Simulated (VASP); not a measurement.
CuO:

```
CELL_PARAMETERS angstrom
2.83633 0.00000 0.00000
-1.41816 2.45633 0.00000
0.00000 0.00000 2.76811
ATOMIC_POSITIONS crystal
Cu 0.00000 0.00000 0.00000
O 0.66667 0.33333 0.50000
```

Measurements of this composition are mostly on another form, of space group No. 15.

* Program: VASP 6.6.1
* Task: relaxation of cell and atoms
* Functional: PBE
* Potentials or basis: VASP PAW PBE potentials, release 54 (Cu, O)
* Cutoff: 600 eV
* k mesh: 11 × 11 × 10
* Occupations: fermi-dirac, width 0.05 eV
* Spin: no spin polarisation

At the start: pressure -0.1 GPa; volume 9.64 Å³/atom.

Question: How do energy, volume and symmetry change on relaxing?

Answer: Over 5 steps the energy falls by 9.7 meV/atom and the volume is 9.70 Å³/atom (+0.6 %); space group P-6m2 (No. 187, to 0.05 Å).

Step by step:
```csv
step,energy change (eV),largest force (eV/Å),pressure (GPa),volume (Å³)
1,0.0000,0.0000,-0.08,19.29
2,-0.0167,0.0000,1.14,19.27
3,-0.0188,0.0000,1.49,19.25
4,-0.0190,0.0000,-1.07,19.53
5,-0.0194,0.0000,-0.13,19.40
```

Final structure:
```cif
data_structure
_symmetry_space_group_name_H-M 'P 1'
_symmetry_Int_Tables_number 1
_cell_length_a 2.8859
_cell_length_b 2.8859
_cell_length_c 2.6890
_cell_angle_alpha 90.000
_cell_angle_beta 90.000
_cell_angle_gamma 120.000
_cell_volume 19.40
loop_
_atom_site_label
_atom_site_type_symbol
_atom_site_fract_x
_atom_site_fract_y
_atom_site_fract_z
_atom_site_occupancy
Cu1 Cu 0.00000 0.00000 0.00000 1
O1 O 0.66667 0.33333 0.50000 1
```

Caveat: an odd number of electrons without spin polarisation forces a metal; a magnetic or distorted state may lie lower; the run has no spin polarisation, though such a crystal can be magnetic.
